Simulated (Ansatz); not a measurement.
Crystal: Si.

```xyz
4
Lattice="3.8313 0.0000 0.0000 -1.9157 3.3180 0.0000 0.0000 0.0000 6.3326" Properties=species:S:1:pos:R:3 pbc="T T T"
Si    1.9157    1.1060    5.9336
Si    0.0000    2.2120    2.7673
Si    1.9157    1.1060    3.5653
Si    0.0000    2.2120    0.3990
```

This isn't the form of Si at room conditions, which is diamond.

Below is the output of Ansatz 0.2.0 for this cell. Logs are shortened: lines on timing, memory, paths and dates and some standing lists are left out, and cuts for length are marked.

```text
Warning: output.stress: scf.convergence.dr2_threshold = 1e-7 eV (the SCF's general default) is looser than the 4e-10 eV advised for a printed stress (1e-10 eV for each atom of the cell: 4). What an SCF threshold leaves in a stress goes as its square root, and in the free energy as the threshold itself, and one threshold admits the most on a small cell: of the crystals measured, under no hybrid functional and no lock of the moments, on runs that ended without the residual-converged pass, on stresses that held no estimate of that error, the worst erred by over 100 MPa in a component at 1e-7 eV an atom and by under 5 at 1e-10. Set scf.convergence.dr2_threshold to 4e-10 eV or tighter. The threshold is an SCF's pass mark: one that does not reach it within its budget of iterations ends unconverged, or closes short of it on a stop that the run arms, and scf.convergence.dr2_threshold's page says what that costs each kind of run
Warning: output.stress: scf.exx.energy_threshold = 1e-6 eV is looser than the 4e-8 eV advised for a stress under a hybrid functional (1e-8 eV for each atom of the cell: 4). Every SCF of the exchange loop can meet its threshold on dr2 while the loop round them stops early: no threshold on dr2 bounds what that leaves in the stress. Set scf.exx.energy_threshold to 4e-8 eV or tighter. The threshold is the loop's pass mark: a loop that does not reach it within its budget of cycles ends unconverged, and scf.exx.energy_threshold's page has the law
scf.n_extra_bands = 10 over 8 filled bands (N_el = 16.0): the run solves 18 bands
GPUs: using 1 of 1 available (devices: 1).
Engine: ansatz 0.2.0, x86_64-unknown-linux-gnu
Pseudopotentials: kind: paw
Pseudopotential: Si, paw, valence charge 4, recommended cutoff 420 eV (normal), Si.paw.azcp
Functional definition: PBE0
  parameter a = 0.25
  parameter kappa = 0.804
  parameter beta = 0.06672455060314922
  exchange = (1 - a)*pbe_x(kappa = kappa, mu = beta*pi^2/3) + a*exact_x
  correlation = pbe_c(beta = beta)
device memory: the entry about to start is reckoned to put 0.6 GiB on a device that reports 36.7 GiB free (of which the cap on the GPU budget leaves the run 18.0 GiB)
GPU FFT provider: cuFFT
GPU libraries: cuBLAS 13.8.2, cuFFT 12.4.0, cuSOLVER 12.3.4
Crystal: 4 atoms, lattice volume = 80.503 Å³
Basis set: ecut = 420 eV, 1581 PW (Γ), exchange–correlation on 54×54×90 points (8 copies of the dense FFT grid, shifted against one another)
Bands: 18, of which v1, the nominal top of the filled ones, is band 8 counted from 1 (7 counted from 0)
Symmetry: 24 space group operations
[... 52 lines left out ...]
device memory: the entry about to start is reckoned to put 0.4 GiB on a device that reports 36.5 GiB free (of which the cap on the GPU budget leaves the run 18.0 GiB)
NSCF: frozen V_eff on 39 k-points, pencils in batches of 32, up to order 80
hybrid SCF converged: 2 outer / 9 inner (+3 warm-up), last move |dexx| = 2.04e-7 eV, tail = 1.69e-9 eV
Stability not checked: this state was not tested for a lower state beside it, because the functional holds exact exchange (a hybrid, or Hartree-Fock), whose exchange loop this test does not read (fock_operator; see scf.lower_state_search)
Free energy (F): -2545.788794 eV
Frozen-core exchange: fock
Harris-Foulkes:  -2545.788794 eV  (|F-HF|=6.37e-12)
Internal energy: -2545.788794 eV  (E = F + TS)
E sigma→0 (E₀):  -2545.788794 eV
Fermi energy:    6.587590 eV
--- Per-component energies (eV) ---
  E_band       = -2.047578
  E_kinetic    = 161.720669
  E_local      = -109.387524  (includes V_loc(G=0)·N_el)
  E_nonlocal   = 101.157563
  E_hartree    = 30.669441
  E_xc         = -171.099578
  E_vxc        = -145.936367  (∫ρ·V_xc dr)
  E_exx        = -28.784498  (= α·E_x^exact, valence–valence)
  E_paw        = -2074.181691  (= ΣΔE_a)
  E_vpaw       = -13.371876  (= ΣTr[D̂ρ^β])
  E_aug_tail   = 0.000024  (compensation charges beyond the density's cutoff)
  E_ewald      = -455.656753
  E_core_change = -0.226446  (= ΣΔE_core)
  E_smearing   = -0.000000  (= −TS)
  E_closure    = 0.000000  (closes the sum)
  Σ components = -2545.788794   (vs F -2545.788794, Δ=0.00e0)
--- Forces (eV/Å), atoms counted from 1 ---
  atom   1  Si    -0.00000000    -0.00000000     0.01868685
  atom   2  Si     0.00000000     0.00000000     0.01868685
  atom   3  Si    -0.00000000    -0.00000000    -0.01868685
  atom   4  Si     0.00000000     0.00000000    -0.01868685
  max |Σ_I F_I| component: 6.94e-17 eV/Å
--- Stress (GPa, compression-positive) ---
       -0.143082       0.000000       0.000000
        0.000000      -0.143082       0.000000
        0.000000       0.000000      -0.289279
  P = ⅓ Tr σ = -0.1918 GPa (-1.918 kbar)
--- Band table (eV; the first three rows and the last of 21) ---
  k-point 0: bands = ["-7.8652", "-5.3216", "-2.3063", "4.1024", "4.1024", "5.4281", "5.7881", "5.7881", "8.1317", "9.1622", "9.1622", "9.5411", "10.9250", "11.5075", "11.5075", "13.2902", "13.2902", "14.4552"]
  k-point 1: bands = ["-7.6419", "-6.0139", "-1.1759", "3.6981", "4.2766", "4.2766", "5.4201", "5.4201", "8.3493", "9.4969", "9.4969", "9.7478", "11.0489", "11.0489", "11.8902", "13.9334", "13.9334", "14.7740"]
  k-point 2: bands = ["-6.9908", "-6.9908", "1.0817", "1.0817", "4.7659", "4.7659", "4.7659", "4.7659", "8.9666", "8.9666", "10.2169", "10.2169", "10.2169", "10.2169", "14.3872", "14.3872", "15.5676", "15.5676"]
  k-point 20: bands = ["-4.0246", "-4.0246", "-2.5270", "-2.5270", "0.8053", "0.8053", "3.5864", "3.5864", "8.6704", "8.6704", "10.8209", "10.8209", "13.5843", "13.5843", "13.6701", "13.6701", "14.6698", "14.6698"]
```

What input gives this log?

Band structure with PBE0, no spin polarisation. The files as run (others can give the same):

input
```
crystal:
  lattice:
    - [3.8313174605, 0.0, 0.0]
    - [-1.9156587303, 3.3180182508, 0.0]
    - [0.0, 0.0, 6.3326220002]
  atoms:
    - { symbol: Si, position: [0.6666666667, 0.3333333333, 0.9369905] }
    - { symbol: Si, position: [0.3333333333, 0.6666666667, 0.4369905] }
    - { symbol: Si, position: [0.6666666667, 0.3333333333, 0.5630095] }
    - { symbol: Si, position: [0.3333333333, 0.6666666667, 0.0630095] }
hamiltonian:
  xc: pbe0
  pseudopotentials: { kind: paw }
kpoints:
  mp_grid: { grid: [6, 6, 4] }
  band_path:
    path:
      - [[0.0, 0.0, 0.0], [0.5, 0.0, 0.0], [0.3333333333, 0.3333333333, 0.0], [0.0, 0.0, 0.0], [0.0, 0.0, 0.5], [0.5, 0.0, 0.5], [0.3333333333, 0.3333333333, 0.5], [0.0, 0.0, 0.5]]
      - [[0.5, 0.0, 0.5], [0.5, 0.0, 0.0]]
      - [[0.3333333333, 0.3333333333, 0.0], [0.3333333333, 0.3333333333, 0.5]]
    npoints: 4
scf:
  occupations: { method: fermi_dirac, width: 0.05 }
  n_extra_bands: 10
output:
  forces: true
  stress: true
  eigenvalues: true
  fatbands: false
```

Caveat: the PAW data sets come from PBE, with cores solved anew for the run's functional, which leaves a small shift of forces and pressure; the thresholds are loose for stress.
